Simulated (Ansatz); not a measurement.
## Al₂Ru: an elastic run with cutoff 300 eV

Method: DFT PBEsol, scalar-relativistic, plane waves, PAW (Ansatz 0.2.0).

Launched with:
```bash
ansatz run input.yaml --threads 1 --pin off --max-ram 3072MiB --backend cpu --events-out ev --progress --plain --runs-dir out
```

Input (bare energies are in eV):
```yaml
crystal:
  lattice:
    - [-1.5623910878, 1.5623910878, 4.2062690254]
    - [1.5623910878, -1.5623910878, 4.2062690254]
    - [1.5623910878, 1.5623910878, -4.2062690254]
  atoms:
    - { symbol: Al, position: [0.6589339485, 0.6589339485, 0.0] }
    - { symbol: Al, position: [0.3410660515, 0.3410660515, 0.0] }
    - { symbol: Ru, position: [0.0, 0.0, 0.0] }
basis:
  ecutwfc: 300
kpoints:
  mp_grid: { grid: [18, 18, 18] }
hamiltonian:
  xc: pbesol
scf:
  occupations: { method: fermi_dirac, width: 0.15 }
output:
  forces: true
  stress: true
  eigenvalues: true
elastic:
  mode: relaxed_ion
  stencil: two_point
```

From the output:
```
--- Elastic constants: 4 strain directions × 2 members + reference (group order 16) ---
  dense FFT box of the reference and of every strained cell: 27×27×27
  strains applied: 11, 33, 23, 12; error gains: componentwise 1.00 (the most a stress slope's error grows in a printed constant), spectral 1.41 (1 for all six strains in a standard setting)
  reference relaxed by the batch: 3 steps; max|allowed force component| 2.23e-2 eV/Å at the deck's positions, 1.16e-6 at the last accepted step, 1.18e-6 by the solve of record
  largest displacement 1.1e-3 Å; the constants are those of the deck's cell at these positions:
  atoms:
    - { symbol: Al, position: [0.6590689140762664, 0.6590689140762664, 2.784767820181341e-35] }
    - { symbol: Al, position: [0.3409310859237334, 0.3409310859237334, 4.494149796258072e-36] }
    - { symbol: Ru, position: [3.9529732875609566e-36, -3.850069175209118e-35, -3.2341827998071475e-35] }
  C = ∂σ_k/∂η_j (tension-positive GPa; Voigt order 11 22 33 23 13 12):
       292.348    131.225    119.799     -0.000     -0.000     -0.000
       131.225    292.348    119.799     -0.000     -0.000     -0.000
       119.857    119.857    283.685      0.000     -0.000     -0.000
         0.000     -0.000     -0.000    169.350     -0.000     -0.000
        -0.000     -0.000     -0.000      0.000    169.350     -0.000
        -0.000      0.000      0.000      0.000     -0.000    133.200
  reference stress σ⁰ (GPa):     -1.015     -1.015     -0.638      0.000     -0.000     -0.000
  C* (energy form; C + prestress term) asymmetry max|C*_kj − C*_jk| = 4.351e-1 GPa — a small one proves nothing (zero by symmetry where the batch's group is 432, −43m or m−3m); a large one is finite-difference/SCF noise where every solve ...
  moduli (Voigt/Reuss/Hill, GPa): K = 178.90/178.73/178.82   G = 127.55/115.02/121.29   E = 296.76   ν = 0.223
  mechanically stable: yes (min eigenvalue of sym C = 133.20 GPa)
  the stresses are not corrected for the forces that the relaxations left standing (`elastic.f_tol`)
  strain η (Voigt 11):  stress-route row diagonal C_11 = 292.35 GPa, energy-path curvature d²(F+E_count+ΔE)/dδ²/Ω₀ = 292.05 GPa
         δ    σ_11 (GPa) F (eV) n_scf n_hpsi n_pw
    -2.000e-3      -1.6058       -6867.3384506      14  287606    504   relax 2 steps, max|allowed force component| 6.33e-6 eV/Å
     2.000e-3      -0.4364       -6867.3394922      14  287817    508   relax 3 steps, max|allowed force component| 8.57e-8 eV/Å
  strain η (Voigt 33):  stress-route row diagonal C_33 = 283.69 GPa, energy-path curvature d²(F+E_count+ΔE)/dδ²/Ω₀ = 283.25 GPa
         δ    σ_33 (GPa) F (eV) n_scf n_hpsi n_pw
    -2.000e-3      -1.2149       -6867.3387847      14  159876    508   relax 3 steps, max|allowed force component| 1.08e-6 eV/Å
     2.000e-3      -0.0801       -6867.3393599      14  159159    508   relax 3 steps, max|allowed force component| 1.51e-6 eV/Å
  strain η (Voigt 23):  stress-route row diagonal C_44 = 169.35 GPa, energy-path curvature d²(F+E_count+ΔE)/dδ²/Ω₀ = 169.79 GPa
         δ    σ_23 (GPa) F (eV) n_scf n_hpsi n_pw
    -2.000e-3      -0.3387       -6867.3389997      14  515546    506   relax 3 steps, max|allowed force component| 5.84e-6 eV/Å
     2.000e-3       0.3387       -6867.3389997      14  515523    506   relax 3 steps, max|allowed force component| 5.83e-6 eV/Å
  strain η (Voigt 12):  stress-route row diagonal C_66 = 133.20 GPa, energy-path curvature d²(F+E_count+ΔE)/dδ²/Ω₀ = 133.99 GPa
         δ    σ_12 (GPa) F (eV) n_scf n_hpsi n_pw
    -2.000e-3      -0.2664       -6867.3389146      14  289233    508   relax 1 steps, max|allowed force component| 1.80e-5 eV/Å
     2.000e-3       0.2664       -6867.3389146      14  289227    508   relax 1 steps, max|allowed force component| 1.80e-5 eV/Å
```

Time: 14 min on 1 thread of Intel(R) Xeon(R) Platinum 8259CL CPU @ 2.50GHz (Skylake/Cascade Lake) (shared host), peak memory 0.91 GiB.

Beside the reference run (Settings: 420 eV plane-wave cutoff, Γ-centred 18×18×18 mesh, Fermi-Dirac smearing of 0.15 eV. No spin polarisation.), the elastic coefficients (GPa; two-point stencil, strain 0.002 and ions relaxed unless stated):
```json
{"setting": "reference run", "C11": "293.2", "C12": "127.1", "C44": "168.3", "C33": "282.2", "C13": "117.8", "C66": "130.8"}
{"setting": "cutoff 300 eV", "C11": "292.4", "C12": "131.2", "C44": "169.3", "C33": "283.7", "C13": "119.8", "C66": "133.2"}
```

In a metal, frequencies and elastic constants depend on the k mesh and the smearing, soft modes and shear constants most.